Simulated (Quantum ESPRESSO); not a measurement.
Here is a Quantum ESPRESSO 7.5 calculation.

File pw.in:

```
&CONTROL
  calculation = 'scf'
  prefix = 'pwscf'
  outdir = './tmp'
  pseudo_dir = './pseudo'
  tprnfor = .true.
  tstress = .true.
  disk_io = 'nowf'
/
&SYSTEM
  ibrav = 0
  nat = 4
  ntyp = 2
  ecutwfc = 70
  nbnd = 26
  occupations = 'smearing'
  smearing = 'fd'
  degauss = 0.00367493
/
&ELECTRONS
  conv_thr = 8d-10
  electron_maxstep = 120
  mixing_beta = 0.5
/
ATOMIC_SPECIES
Ga    69.7230 Ga_ONCV_PBE-1.2.upf
N     14.0070 N_ONCV_PBE-1.2.upf
CELL_PARAMETERS angstrom
   3.1800000000    0.0000000000    0.0000000000
  -1.5900000000    2.7539607840    0.0000000000
   0.0000000000    0.0000000000    5.1660000000
ATOMIC_POSITIONS crystal
Ga     0.6666666667    0.3333333333    0.5000000000
Ga     0.3333333333    0.6666666667    0.0000000000
N      0.6666666667    0.3333333333    0.8750000000
N      0.3333333333    0.6666666667    0.3750000000
K_POINTS automatic
6 6 4 0 0 0
```

Potentials or basis: SG15 PBE 1.2.

Command:

```sh
$ OMP_NUM_THREADS=1 mpirun -n 2 pw.x -nk 2 -in pw.in > pw.out
```

Q: Estimate the largest force.

A: 0.147 eV/Å.

Q: Predict the band gap on the k mesh.

A: 2.02 eV, direct.

Forces in eV/Å, atoms in the order of the input:
```
Ga   0.000  0.000 -0.147
Ga   0.000  0.000 -0.147
N    0.000  0.000  0.147
N    0.000  0.000  0.147
```

**The experiment to reproduce.**

From “Studying electronic properties in GaN without electrical contacts using γ-γ vs e−-γ Perturbed Angular Correlations”, 2019, pmc:6823545, for a bulk crystal of GaN: band gap 3.503 ± 0.005 eV (direct).

A measured gap of GaN is 3.503 eV (direct; quoted in “Studying electronic properties in GaN without electrical contacts using γ-γ vs e−-γ Perturbed Angular Correlations”, 2019, pmc:6823545); the calculated 2.02 eV misses it by -1.48 eV. Spin-orbit coupling on Ga is left out. The value is that of PBE, without temperature or zero-point motion. Semilocal functionals fall short of measured gaps as a rule.
